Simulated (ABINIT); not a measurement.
# Au (Fm-3m) in ABINIT: a series of runs

One crystal, Au, is run at these levels: AM05, LDA, SOGGA; tasks: equation of state.

All numbers are computed with ABINIT 10.8.3 (patched build); they aren't measurements. Logs are shortened: lines on timing, memory, paths and dates and some standing lists are left out, and cuts for length are marked. The log counts tension as positive stress, the text compression.

**The experiment to reproduce.**

“Exploring toroidal anvil profiles for larger sample volumes above 4 Mbar”, 2024, pmc:11102561 quotes, for a bulk crystal of Au: bulk modulus 167 GPa.

The results are compared with them further down.

**1. The structure**

Symmetry: Fm-3m, No. 225, cubic system. Conventional cell: a = 4.070 Å, b = 4.070 Å, c = 4.070 Å, α = 90.00°, β = 90.00°, γ = 90.00°. Au (site symmetry m-3m) has 12 Au at 2.88 Å as nearest neighbours.

**2. Equation of state, AM05**

The input, run.abi:

```
ndtset 7
getwfk -1
scalecart1 3*0.9795861087
scalecart2 3*0.9864848297
scalecart3 3*0.9932883884
scalecart4 3*1.0000000000
scalecart5 3*1.0066227096
scalecart6 3*1.0131594038
scalecart7 3*1.0196128224

pp_dirpath "./"
pseudos "Au.GGA_PBE-JTH.xml"

acell 3*1.0
rprim
     0.0000000000     3.8455926636     3.8455926636
     3.8455926636     0.0000000000     3.8455926636
     3.8455926636     3.8455926636     0.0000000000
ntypat 1
znucl 79
natom 1
typat 1
xred
     0.0000000000     0.0000000000     0.0000000000

ecut 680.284656 eV
pawecutdg 47.0

kptopt 1
ngkpt 11 11 11
nshiftk 1
shiftk 0.0 0.0 0.0

ixc -120135

nband 10
occopt 3
tsmear 0.05 eV

nstep 100
tolvrs 1.0e-9

iomode 3
prtwf 1
prtden 0
prteig 0
prtebands 0
```

Potentials or basis: JTH PAW PBE v2.0.

Launch:

```
$ abinit run.abi > log 2>&1
```

run.abo:

```text
.Version 10.8.3 of ABINIT
 DATASET    1 : space group Fm -3 m (#225); Bravais cF (face-center cubic)
================================================================================
 Values of the parameters that define the memory need for DATASET  1.
     intxc =       0    ionmov =       0      iscf =      17    lmnmax =      18
     lnmax =       6     mgfft =      24  mpssoang =       3    mqgrid =    3001
     natom =       1  nloc_mem =       2    nspden =       1   nspinor =       1
    nsppol =       1      nsym =      48    n1xccc =       1    ntypat =       1
    occopt =       3   xclevel =       2
       mpw =         649          nfft =       13824          nkpt =          56
 PAW method is used; the additional fine FFT grid is defined by:
   mgfftf=        36    nfftf =     46656
================================================================================
================================================================================
[... 71 lines left out ...]
 DATASET    7 : space group Fm -3 m (#225); Bravais cF (face-center cubic)
================================================================================
 Values of the parameters that define the memory need for DATASET  7.
     intxc =       0    ionmov =       0      iscf =      17    lmnmax =      18
     lnmax =       6     mgfft =      27  mpssoang =       3    mqgrid =    3001
     natom =       1  nloc_mem =       2    nspden =       1   nspinor =       1
    nsppol =       1      nsym =      48    n1xccc =       1    ntypat =       1
    occopt =       3   xclevel =       2
       mpw =         736          nfft =       19683          nkpt =          56
 PAW method is used; the additional fine FFT grid is defined by:
   mgfftf=        36    nfftf =     46656
================================================================================
================================================================================

--------------------------------------------------------------------------------
------------- Echo of variables that govern the present computation ------------
--------------------------------------------------------------------------------
 -outvars: echo values of preprocessed input variables --------
            acell      1.0000000000E+00  1.0000000000E+00  1.0000000000E+00 Bohr
              amu      1.96966540E+02
             ecut      2.50000000E+01 Hartree
           getwfk          -1
                       outvar_i_n : Printing only first  50 k-points.
              ixc     -120135
           jdtset        1    2    3    4    5    6    7
                       outvar_i_n : Printing only first  50 k-points.
         kptrlatt       11    0    0      0   11    0      0    0   11
          kptrlen1     5.86021543E+01
          kptrlen2     5.90148591E+01
          kptrlen3     5.94218710E+01
          kptrlen4     5.98233823E+01
          kptrlen5     6.02195752E+01
          kptrlen6     6.06106223E+01
          kptrlen7     6.09966877E+01
            natom           1
            nband          10
           ndtset           7
            ngfft1         24      24      24
            ngfft2         27      27      27
            ngfft3         27      27      27
            ngfft4         27      27      27
            ngfft5         27      27      27
            ngfft6         27      27      27
            ngfft7         27      27      27
          ngfftdg          36      36      36
             nkpt          56
            nstep         100
             nsym          48
           ntypat           1
                       prtocc : prtvol=0, do not print more k-points.
           occopt           3
        pawecutdg      4.70000000E+01 Hartree
         pawxcdev           0
           prtden           0
        prtebands           0
           prteig           0
            rprim1     0.0000000000E+00  3.7670891530E+00  3.7670891530E+00
                       3.7670891530E+00  0.0000000000E+00  3.7670891530E+00
                       3.7670891530E+00  3.7670891530E+00  0.0000000000E+00
            rprim2     0.0000000000E+00  3.7936188238E+00  3.7936188238E+00
                       3.7936188238E+00  0.0000000000E+00  3.7936188238E+00
                       3.7936188238E+00  3.7936188238E+00  0.0000000000E+00
            rprim3     0.0000000000E+00  3.8197825393E+00  3.8197825393E+00
                       3.8197825393E+00  0.0000000000E+00  3.8197825393E+00
                       3.8197825393E+00  3.8197825393E+00  0.0000000000E+00
            rprim4     0.0000000000E+00  3.8455926636E+00  3.8455926636E+00
                       3.8455926636E+00  0.0000000000E+00  3.8455926636E+00
                       3.8455926636E+00  3.8455926636E+00  0.0000000000E+00
            rprim5     0.0000000000E+00  3.8710609071E+00  3.8710609071E+00
                       3.8710609071E+00  0.0000000000E+00  3.8710609071E+00
                       3.8710609071E+00  3.8710609071E+00  0.0000000000E+00
            rprim6     0.0000000000E+00  3.8961983703E+00  3.8961983703E+00
                       3.8961983703E+00  0.0000000000E+00  3.8961983703E+00
                       3.8961983703E+00  3.8961983703E+00  0.0000000000E+00
            rprim7     0.0000000000E+00  3.9210155895E+00  3.9210155895E+00
                       3.9210155895E+00  0.0000000000E+00  3.9210155895E+00
                       3.9210155895E+00  3.9210155895E+00  0.0000000000E+00
          spgroup         225
           tolvrs      1.00000000E-09
           tsmear      1.83746611E-03 Hartree
            typat      1
           useylm           1
                       outvars : Printing only first  50 k-points.
            znucl       79.00000

================================================================================

 chkinp: Checking input parameters for consistency, jdtset=   1.

 chkinp: Checking input parameters for consistency, jdtset=   2.

 chkinp: Checking input parameters for consistency, jdtset=   3.

 chkinp: Checking input parameters for consistency, jdtset=   4.
[... 27 lines left out ...]
 getcut: wavevector=  0.0000  0.0000  0.0000  ngfft=  24  24  24
         ecut(hartree)=     25.000   => boxcut(ratio)=   2.00150

 Fine grid specifications (used for densities):

 getcut: wavevector=  0.0000  0.0000  0.0000  ngfft=  36  36  36
         ecut(hartree)=     47.000   => boxcut(ratio)=   2.18961

--- Pseudopotential description ------------------------------------------------
- pspini: atom type   1  psp file is ./Au.GGA_PBE-JTH.xml
 Pseudopotential format is: paw10
 basis_size (lnmax)=  6 (lmn_size= 18), orbitals=   0   0   1   1   2   2
 Spheres core radius: rc_sph= 2.50869560
 Shapefunction is SIN type: shapef(r)=[sin(pi*r/rshp)/(pi*r/rshp)]**2
 Radius for shape functions =  2.26305713
 Compensation charge density is not taken into account in XC energy/potential

   3.87212569E+02                                ecore*ucvol(ha*bohr**3)
--------------------------------------------------------------------------------

[... 7 lines left out ...]

     iter   Etot(hartree)      deltaE(h)  residm     nres2
 ETOT  1  -33.989453964747    -3.399E+01 7.078E-01 2.057E+01
 ETOT  2  -34.258659545677    -2.692E-01 5.854E-02 2.174E+01
 ETOT  3  -34.202635317781     5.602E-02 1.575E-02 5.020E+00
 ETOT  4  -34.196202659727     6.433E-03 5.703E-03 9.904E-01
 ETOT  5  -34.196734869181    -5.322E-04 1.783E-03 7.819E-02
 ETOT  6  -34.197366637663    -6.318E-04 1.725E-03 5.585E-03
 ETOT  7  -34.197390381323    -2.374E-05 1.077E-03 5.858E-03
 ETOT  8  -34.197431956504    -4.158E-05 1.631E-03 7.289E-03
 ETOT  9  -34.197430039652     1.917E-06 5.470E-04 2.245E-03
 ETOT 10  -34.197432328811    -2.289E-06 9.737E-04 2.675E-03
[... 1170 lines left out ...]
 Cartesian components of stress tensor (hartree/bohr^3)
  sigma(1 1)=  2.57582505E-04  sigma(3 2)=  0.00000000E+00
  sigma(2 2)=  2.57582505E-04  sigma(3 1)=  0.00000000E+00
  sigma(3 3)=  2.57582505E-04  sigma(2 1)=  0.00000000E+00

-Cartesian components of stress tensor (GPa)         [Pressure= -7.5783E+00 GPa]
- sigma(1 1)=  7.57833893E+00  sigma(3 2)=  0.00000000E+00
- sigma(2 2)=  7.57833893E+00  sigma(3 1)=  0.00000000E+00
- sigma(3 3)=  7.57833893E+00  sigma(2 1)=  0.00000000E+00

== END DATASET(S) ==============================================================
================================================================================

 -outvars: echo values of variables after computation  --------
            acell      1.0000000000E+00  1.0000000000E+00  1.0000000000E+00 Bohr
           etotal1    -3.4197427472E+01
           etotal2    -3.4198378195E+01
           etotal3    -3.4198957225E+01
           etotal4    -3.4199212062E+01
           etotal5    -3.4199184777E+01
           etotal6    -3.4198912354E+01
           etotal7    -3.4198425524E+01
            fcart1    -0.0000000000E+00 -0.0000000000E+00 -0.0000000000E+00
            fcart2    -0.0000000000E+00 -0.0000000000E+00 -0.0000000000E+00
            fcart3    -0.0000000000E+00 -0.0000000000E+00 -0.0000000000E+00
            fcart4    -0.0000000000E+00 -0.0000000000E+00 -0.0000000000E+00
            fcart5    -0.0000000000E+00 -0.0000000000E+00 -0.0000000000E+00
            fcart6    -0.0000000000E+00 -0.0000000000E+00 -0.0000000000E+00
            fcart7    -0.0000000000E+00 -0.0000000000E+00 -0.0000000000E+00
            rprim1     0.0000000000E+00  3.7670891530E+00  3.7670891530E+00
                       3.7670891530E+00  0.0000000000E+00  3.7670891530E+00
                       3.7670891530E+00  3.7670891530E+00  0.0000000000E+00
            rprim2     0.0000000000E+00  3.7936188238E+00  3.7936188238E+00
                       3.7936188238E+00  0.0000000000E+00  3.7936188238E+00
                       3.7936188238E+00  3.7936188238E+00  0.0000000000E+00
            rprim3     0.0000000000E+00  3.8197825393E+00  3.8197825393E+00
                       3.8197825393E+00  0.0000000000E+00  3.8197825393E+00
[... 9 lines left out ...]
                       3.8961983703E+00  3.8961983703E+00  0.0000000000E+00
            rprim7     0.0000000000E+00  3.9210155895E+00  3.9210155895E+00
                       3.9210155895E+00  0.0000000000E+00  3.9210155895E+00
                       3.9210155895E+00  3.9210155895E+00  0.0000000000E+00
           strten1    -5.0529588131E-04 -5.0529588131E-04 -5.0529588131E-04
                       0.0000000000E+00  0.0000000000E+00  0.0000000000E+00
           strten2    -3.3170081117E-04 -3.3170081117E-04 -3.3170081117E-04
                       0.0000000000E+00  0.0000000000E+00  0.0000000000E+00
           strten3    -1.7898664642E-04 -1.7898664642E-04 -1.7898664642E-04
                       0.0000000000E+00  0.0000000000E+00  0.0000000000E+00
           strten4    -4.6136754503E-05 -4.6136754503E-05 -4.6136754503E-05
                       0.0000000000E+00  0.0000000000E+00  0.0000000000E+00
           strten5     6.9081591131E-05  6.9081591131E-05  6.9081591131E-05
                       0.0000000000E+00  0.0000000000E+00  0.0000000000E+00
           strten6     1.6981314286E-04  1.6981314286E-04  1.6981314286E-04
                       0.0000000000E+00  0.0000000000E+00  0.0000000000E+00
           strten7     2.5758250484E-04  2.5758250484E-04  2.5758250484E-04
                       0.0000000000E+00  0.0000000000E+00  0.0000000000E+00
 Calculation completed.
```

It took 2.1 min on 1 thread of Arm Neoverse V1, shared host; peak memory 0.14 GiB.

What came out:

```yaml
Equilibrium_volume: 16.99 Å³/atom
Bulk_modulus: 174 GPa
Pressure_derivative_of_the_bulk_modulus: 6.0
```

Energy against volume, from the lowest point:
```tsv
volume (Å³/atom)	energy (meV/atom)
15.843	48.56
16.181	22.69
16.518	6.93
16.855	0.00
17.192	0.74
17.529	8.16
17.866	21.40
```

Caveat: pressures at fixed basis lie under the slope of the energies; the PAW data sets were made with another functional, which shifts forces and pressure a little. The run has no spin-orbit coupling, so splittings on Au are missing.

(Part 1 of 2 ends here.)
